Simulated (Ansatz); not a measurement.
System: Cd (fcc type), 1 atom in the cell.

```
Cd
1.0
     0.00000    2.25060    2.25060
     2.25060    0.00000    2.25060
     2.25060    2.25060    0.00000
Cd
1
Cartesian
  0.0000 0.0000 0.0000
```

Code and potentials: Ansatz PAW hard set, 700 eV. Settings of the plain PBE run: k-mesh 4×4×4 Γ-centred; Fermi–Dirac smearing of 0.15 eV; no spin polarisation.

Plain PBE gives:

```
Pressure : -0.60 GPa
```

(1) What changes under PBE with spin–orbit coupling?

Answers

(1) The pressure goes down by 0.13 GPa to -0.73 GPa.

The stress includes the program's correction for the finite plane-wave basis.

The k-mesh is coarse, so these values belong to this mesh and can lie far from the converged ones. This cubic structure is a model: it isn't the usual form of the substance at ambient conditions, and such phases are metastable or hypothetical.
